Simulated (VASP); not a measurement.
# Mo (Im-3m) in VASP: further runs, part 2 of 2

VASP 6.6.1. Earlier steps stand in the parts before.

## 3. Relaxation of cell and atoms, PBE, collinear spin, ferromagnetic start

This run uses another cell than the first one, of 15.81 Å³/atom, 1.015 times its volume.

File INCAR:

```
PREC     = Accurate       # precision mode
ENCUT    = 520            # plane-wave cutoff, eV
EDIFF    = 1E-7           # SCF threshold, eV
ISMEAR   = 0              # smearing method
SIGMA    = 0.1            # smearing width, eV
LREAL    = F              # projectors in reciprocal space
LASPH    = T              # aspherical terms in the spheres
NELM     = 100            # most SCF steps
ALGO     = Normal         # electronic algorithm
ISIF     = 3              # what is computed and relaxed
LWAVE    = F              # write WAVECAR
LCHARG   = F              # write CHGCAR
ISPIN    = 2              # spin polarisation
MAGMOM   = 1              # initial moments
LORBIT   = 11             # projections on sites
LMAXMIX  = 4              # l up to which the mixer works
GGA      = PE             # functional
IBRION   = 2              # ionic algorithm
NSW      = 80             # ionic steps
EDIFFG   = -0.002         # ionic threshold
```

File KPOINTS:

```
Automatic mesh
0
Gamma
  18 18 18
```

File POSCAR:

```
Mo                                      
1.0
   -1.5812161046      1.5812161046      1.5812161046
    1.5812161046     -1.5812161046      1.5812161046
    1.5812161046      1.5812161046     -1.5812161046
  Mo            
     1
Direct
     0.0000000000000000    0.0000000000000000    0.0000000000000000
```

Potentials or basis: VASP PAW PBE potentials, release 64 (Mo_sv).

On the command line:

```
cat potpaw_PBE.64/Mo_sv/POTCAR > POTCAR
mpirun -np 1 vasp_std > vasp.out
```

OUTCAR:

```text
PREC = Accurate
   ENCUT = 520
   EDIFF = 1E-7
   ISMEAR = 0
   LREAL = F
   LASPH = T
   NELM = 100
   ISIF = 3
   ISPIN = 2
   LORBIT = 11
   GGA = PE
   IBRION = 2
   NSW = 80
   EDIFFG = -0.002

 ion  position               nearest neighbor table
   1  0.000  0.000  0.000-

  LATTYP: Found a body centered cubic cell.
 ALAT       =     3.1624322092

  Lattice vectors:

 A1 = (  -1.5812161046,   1.5812161046,   1.5812161046)
 A2 = (   1.5812161046,  -1.5812161046,   1.5812161046)
 A3 = (   1.5812161046,   1.5812161046,  -1.5812161046)

Analysis of symmetry for initial positions (statically):
=====================================================================
 Subroutine PRICEL returns:
 Original cell was already a primitive cell.

 Routine SETGRP: Setting up the symmetry group for a
 body centered cubic supercell.

 Subroutine GETGRP returns: Found 48 space group operations
 (whereof 48 operations were pure point group operations)
 out of a pool of 48 trial point group operations.

The static configuration has the point symmetry O_h .

Analysis of symmetry for dynamics (positions and initial velocities):
=====================================================================
 Subroutine PRICEL returns:
 Original cell was already a primitive cell.

 Routine SETGRP: Setting up the symmetry group for a
 body centered cubic supercell.

 Subroutine GETGRP returns: Found 48 space group operations
 (whereof 48 operations were pure point group operations)
 out of a pool of 48 trial point group operations.

The dynamic configuration has the point symmetry O_h .

Analysis of structural, dynamic, and magnetic symmetry:
=====================================================================
 Subroutine PRICEL returns:
 Original cell was already a primitive cell.

 Routine SETGRP: Setting up the symmetry group for a
 body centered cubic supercell.

 Subroutine GETGRP returns: Found 48 space group operations
 (whereof 48 operations were pure point group operations)
 out of a pool of 48 trial point group operations.

The overall configuration has the point symmetry O_h .

 Subroutine INISYM returns: Found 48 space group operations
 (whereof 48 operations are pure point group operations),
 and found     1 'primitive' translations

----------------------------------------------------------------------------------------

                                     Primitive cell

  volume of cell :      15.8137

  direct lattice vectors                    reciprocal lattice vectors
    -1.581216105  1.581216105  1.581216105     0.000000000  0.316212312  0.316212312
     1.581216105 -1.581216105  1.581216105     0.316212312  0.000000000  0.316212312
     1.581216105  1.581216105 -1.581216105     0.316212312  0.316212312  0.000000000

  length of vectors
     2.738746631  2.738746631  2.738746631     0.447191740  0.447191740  0.447191740

  position of ions in fractional coordinates (direct lattice)
     0.000000000  0.000000000  0.000000000

  ion indices of the primitive-cell ions
   primitive index   ion index
                 1           1

----------------------------------------------------------------------------------------

 KPOINTS: Automatic mesh

Automatic generation of k-mesh.
 Grid dimensions read from file:
 generate k-points for:   18   18   18

 Generating k-lattice:

[... 73 lines left out ...]
   NUPDOWN=      -1.0000    fix difference up-down
   EMIN   =  10.00;   EMAX   =-10.00  energy-range for DOS
   EFERMI =   0.00;   METHOD = LEGACY
   ISMEAR =     0;   SIGMA  =   0.10  broadening in eV -4-tet -1-fermi 0-gaus
   EFERMI_NEDOS =   21; number of points for ismear=-14 and -15
   IALGO  =     38    algorithm
   IMIX   =      4    mixing-type and parameters
     AMIX     =   0.40;   BMIX     =  1.00
     AMIX_MAG =   1.60;   BMIX_MAG =  1.00
  volume/ion in A,a.u.               =      15.81       106.72
  Fermi-wavevector in a.u.,A,eV,Ry     =   1.571953  2.970561 33.620498  2.471037
  Thomas-Fermi vector in A             =   2.673460
   LORBIT       =     11    0 simple, 1 ext, 2 COOP (PROOUT), +10 PAW based schemes
   GGA     = PE    functional components
   LHFCALC =     F    Hartree Fock is set to
   AEXX    =    0.0000 exact exchange contribution
   IVDW    =     0    specifies the selected vdW correction
   LEPSILON=     F    determine dielectric tensor
   LRPA    =     F    only Hartree local field effects (RPA)
 conjugate gradient relaxation of ions
 spin polarized calculation
 Gauss-broadening in eV      SIGMA  =   0.10
  energy-cutoff  :      520.00
  volume of cell :       15.81
 maximum number of plane-waves:       438
   NGX = 11   NGY = 11   NGZ = 11

 number of electron      14.0000004 magnetization      -0.0000823

 number of electron      14.0000004 magnetization       0.0000046

 Free energy of the ion-electron system (eV)
  ---------------------------------------------------
  ext. energy  EPLUGINS =         0.00000000
  ---------------------------------------------------
  free energy    TOTEN  =       -10.93501252 eV

  energy without entropy =      -10.93233680  energy(sigma->0) =      -10.93367466

 E-fermi :  12.4250     XC(G=0): -13.3253

 val. band max:       12.4033619245   @ k =   0.3889   0.1111   0.0000
 cond. band min:      12.4293200787   @ k =  -0.3889   0.4444   0.2778
 fundamental gap:      0.0259581542
 Fermi energy:        12.4250089127

 spin component 1

 k-point     1 :       0.0000    0.0000    0.0000
  band No.  band energies     occupation
      1     -48.8718      1.00000
      2     -22.1643      1.00000
      3     -22.1643      1.00000
      4     -22.1643      1.00000
      5       5.2107      1.00000
      6      11.0659      1.00000
      7      11.0659      1.00000
      8      11.0659      1.00000
      9      14.0490      0.00000
     10      14.0490      0.00000
     11      27.2222      0.00000
     12      27.2222      0.00000
[... 333 lines left out ...]
      1     -48.6191      1.00000
      2     -23.4301      1.00000
      3     -22.6327      1.00000
      4     -22.2335      1.00000
      5       7.5600      1.00000
      6       9.2150      1.00000
      7      12.4034      0.62025
      8      13.9487      0.00000
      9      15.0636      0.00000
     10      17.7131      0.00000
     11      23.9660      0.00000
     12      25.1437      0.00000

 [... further k-points ...]

 spin component 2

 k-point     1 :       0.0000    0.0000    0.0000
  band No.  band energies     occupation
      1     -48.8718      1.00000
      2     -22.1643      1.00000
      3     -22.1643      1.00000
      4     -22.1643      1.00000
      5       5.2107      1.00000
      6      11.0659      1.00000
      7      11.0659      1.00000
      8      11.0659      1.00000
      9      14.0490      0.00000
     10      14.0490      0.00000
     11      27.2222      0.00000
     12      27.2222      0.00000
[... 333 lines left out ...]
      1     -48.6191      1.00000
      2     -23.4301      1.00000
      3     -22.6327      1.00000
      4     -22.2335      1.00000
      5       7.5601      1.00000
      6       9.2150      1.00000
      7      12.4034      0.62025
      8      13.9487      0.00000
      9      15.0636      0.00000
     10      17.7131      0.00000
     11      23.9660      0.00000
     12      25.1437      0.00000

 [... further k-points ...]

------------------------ aborting loop because EDIFF is reached ----------------------------------------

  FORCE on cell =-STRESS in cart. coord.  units (eV):
  Direction    XX          YY          ZZ          XY          YZ          ZX
  --------------------------------------------------------------------------------------
  -------------------------------------------------------------------------------------
  Total        0.0011239      0.0011239      0.0011239     -0.0000000     -0.0000000      0.0000000
  in kB        0.1138718      0.1138718      0.1138718     -0.0000000     -0.0000000      0.0000000
  external PRESSURE =       0.1138718 kB  Pullay stress =       0.0000000 kB

 VOLUME and BASIS-vectors are now :
 -----------------------------------------------------------------------------
  energy-cutoff  :      520.00
  volume of cell :       15.81
      direct lattice vectors                 reciprocal lattice vectors
    -1.581216105  1.581216105  1.581216105     0.000000000  0.316212312  0.316212312
     1.581216105 -1.581216105  1.581216105     0.316212312  0.000000000  0.316212312
     1.581216105  1.581216105 -1.581216105     0.316212312  0.316212312  0.000000000

 POSITION                                       TOTAL-FORCE (eV/Angst)
 -----------------------------------------------------------------------------------
      0.00000      0.00000      0.00000         0.000000     -0.000000      0.000000
 -----------------------------------------------------------------------------------
    total drift:                                0.000000     -0.000000      0.000000

  FREE ENERGIE OF THE ION-ELECTRON SYSTEM (eV)
  ---------------------------------------------------
  free  energy   TOTEN  =       -10.9350125198 eV

  energy  without entropy=      -10.9323368019  energy(sigma->0) =      -10.93367466

 reached required accuracy - stopping structural energy minimisation

 total charge

# of ion       s       p       d       tot
------------------------------------------
    1        2.378   6.201   3.895  12.474

 magnetization (x)

# of ion       s       p       d       tot
------------------------------------------
    1        0.000   0.000   0.000   0.000
```

It took 65 s on 1 thread of Intel Xeon Platinum 8375C at 2.90GHz (Ice Lake), shared host; peak memory 0.17 GiB.

Results:

```yaml
Free_energy: -10.9350 eV
Pressure_after_relaxing: 0.0 GPa
Band_gap_on_the_k_mesh: none (metal or under the smearing width)
Net_moment: 0.00 μB per cell
Valence_electrons_inside_the_program's_atomic_spheres: Mo 12.47
```

Final structure:
```
Mo
1.0
    -1.58122    1.58122    1.58122
     1.58122   -1.58122    1.58122
     1.58122    1.58122   -1.58122
Mo
1
Direct
  0.00000 0.00000 0.00000
```

Caveat: the relaxation stopped at its first step, so nothing moved.
